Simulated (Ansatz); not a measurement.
The polar optical mode of ZnS at 6 GPa, worked through

These are results of DFT PBEsol, scalar-relativistic, plane waves, PAW (Ansatz), not measurements. Plane waves to 420 eV; Γ-centred k mesh 10×10×10; fixed occupations. No spin polarisation. Phonons by linear response, acoustic sum rule imposed.

The cell, relaxed at 6 GPa:
```
CELL_PARAMETERS angstrom
0.00000 2.62026 2.62026
2.62026 0.00000 2.62026
2.62026 2.62026 0.00000
ATOMIC_POSITIONS crystal
Zn 0.00000 0.00000 0.00000
S 0.75000 0.75000 0.75000
```

Linear response gives ν_TO = 311.9 cm⁻¹, Born charges ±1.855 e (positive on Zn) and ε∞ = 6.095. The primitive cell holds 35.980 Å³, and the masses are 65.380 and 32.060 amu.

Question: Find ν_LO and the static dielectric constant.

Answer: The long-wave field adds a restoring force: ω_LO² − ω_TO² = Z*²e²/(ε_vac ε∞ μV). In these units ν_LO² − ν_TO² = 4.92064×10⁷ Z*²/(μ V ε∞) cm⁻², with μ = m₁m₂/(m₁ + m₂) = 21.512 amu: 35911 cm⁻². So ν_LO = √(311.9² + 35911) = 364.9 cm⁻¹, and the run gives 364.9. Lyddane–Sachs–Teller then gives ε0 = ε∞ (ν_LO/ν_TO)² = 8.34, against 8.34 in the run (it forms both from the same three quantities, so the match checks the arithmetic only). Between ν_TO and ν_LO the dielectric function is negative and an undamped crystal reflects fully: a reststrahlen band from 27.4 to 32.1 μm.

Question: What do the Clausius–Mossotti polarisability and the Szigeti charge come to?

Answer: With the Lorentz local field, α = (3V/4π)(ε∞ − 1)/(ε∞ + 2) = 5.41 Å³ for the pair, and e_S = 3Z*/(ε∞ + 2) = 0.69 e. The Born charge includes the electrons' response to the dipole's own local field, and e_S takes that enhancement out. The Lorentz field assumes point-like polarisable ions, a poor picture once ε∞ is this large, since the electron clouds then overlap or are shared, so both numbers are formal here.

Question: How strongly does a slow electron couple to the LO mode?

Answer: For one isotropic parabolic band, Fröhlich's constant is α_F = (1/ε∞ − 1/ε0) √(m* Ry/ħω_LO), with Ry = 13.606 eV, ħω_LO = 45.2 meV and m* in free-electron masses: α_F = 0.0442 × 17.34 × √m* = 0.77 √m*. The band mass isn't part of this run; for m* = 0.1, 0.3 and 1 it gives 0.24, 0.42, 0.77. In weak coupling the polaron lies α_F ħω_LO below the band edge (19 meV at m* = 0.3) with a mass m*(1 + α_F/6); past α_F of about 5 or 6 that expansion fails. A semilocal functional's ε∞ tends to be too large, which taken alone lowers α_F.

Cost: 1 run of about 1.4 core-minutes, on Intel Xeon Platinum 8175M (Skylake/Cascade Lake) (shared hosts).

The polar mode shows ZnS as a partly ionic, tetrahedrally bonded semiconductor whose dielectric response is mainly electronic: ε∞ = 6.095 already makes up most of the static value of 8.34. The bonding electrons screen the long-range field of the LO vibration, so a Born charge close to the formal valence of two still gives only a moderate LO–TO splitting. That charge measures the polarisation produced by moving the sublattices, including charge flow along the Zn–S bonds, so its closeness to the formal valence doesn't imply fully ionic bonding.

The same small lattice share keeps the Fröhlich coupling modest. The conduction-band minimum of zinc-blende ZnS is s-like and light, so an electron there probably forms a large, weakly bound polaron rather than a self-trapped one. Holes are heavier and occupy a degenerate p-like band edge, to which the single-band formula doesn't carry over. With only one pressure computed, the results don't show how compression changes the splitting or the Born charge.
